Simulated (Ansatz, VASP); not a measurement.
Two plane-wave programs on SnO2

Contents of INCAR:

```
PREC = Accurate ; ENCUT = 520
EDIFF = 1E-8 ; ISMEAR = -1
SIGMA = 0.03 ; LREAL = False
LASPH = True ; NELM = 60
ALGO = Normal ; ISIF = 2
LWAVE = False ; LCHARG = False
LEFG = True ; NBANDS = 35
```

The input KPOINTS:

```
Automatic mesh
0
Gamma
  4 4 6
```

The input POSCAR:

```
SnO2
1.0
    4.7373500000     -0.0710602500     -0.0710602500
   -0.0710602500      4.7373500000     -0.0710602500
   -0.0477960000     -0.0477960000      3.1864000000
Sn O
2 4
Direct
    0.0000000000      0.0000000000      0.0000000000
    0.5000000000      0.5000000000      0.5000000000
    0.3056200000      0.3056200000      0.0000000000
    0.1943800000      0.8056200000      0.5000000000
    0.6943800000      0.6943800000      0.0000000000
    0.8056200000      0.1943800000      0.5000000000
```

Input for Ansatz:

```yaml
crystal:
  lattice:
    - [4.73735, -0.07106025, -0.07106025]
    - [-0.07106025, 4.73735, -0.07106025]
    - [-0.047796, -0.047796, 3.1864]
  atoms:
    - { symbol: Sn, position: [0.0, 0.0, 0.0] }
    - { symbol: Sn, position: [0.5, 0.5, 0.5] }
    - { symbol: O, position: [0.30562, 0.30562, 0.0] }
    - { symbol: O, position: [0.19438, 0.80562, 0.5] }
    - { symbol: O, position: [0.69438, 0.69438, 0.0] }
    - { symbol: O, position: [0.80562, 0.19438, 0.5] }
kpoints:
  mp_grid: { grid: [4, 4, 6] }
scf:
  occupations: { method: fermi_dirac, width: 0.03 }
hamiltonian:
  xc: lda
  pseudopotentials: { kind: paw }
output:
  forces: true
  stress: true
  eigenvalues: true
  efg: { contact_densities: true }
```

Change from the starting cell: equal xy, yz and zx shear strains of -3 %, PAW files.

Alike in both runs: task electric field gradients; functional LDA; k mesh 4 × 4 × 6; occupations fermi-dirac, width 0.03 eV; no spin polarisation.

|  | VASP | Ansatz |
| --- | --- | --- |
| version | VASP 6.6.1 | Ansatz 0.2.0 |
| potentials or method | VASP PAW LDA potentials, release 64 (Sn_d, O) | PAW with Ansatz's default frozen-core files, scalar-relativistic |
| plane-wave cutoff (eV) | 520 | 420 |
| valence electrons in the cell | 52 | 52 |

|  | VASP | Ansatz | Ansatz less VASP |
| --- | --- | --- | --- |
| gap on the k mesh at the Fermi level (eV) | 1.14 | 1.11 | -0.034 |
| pressure (GPa) | 0.7 | -0.4 | -1.05 |
| largest component of the traceless stress (GPa) | 6.35 | 6.30 | -0.057 |
| rms of the force components (eV/Å) | 0.131 | 0.126 | -0.0049 |
| Vzz of the field gradient on the site that differs most (V/Å²) | -110.3 | -100.9 | +9.40 |

Atom by atom the forces differ by 0.012 eV/Å (rms over components). Ansatz warned: «gradients_without_spin_orbit».

Caveats: spin-orbit coupling is left out, which moves the levels of the heavy elements.
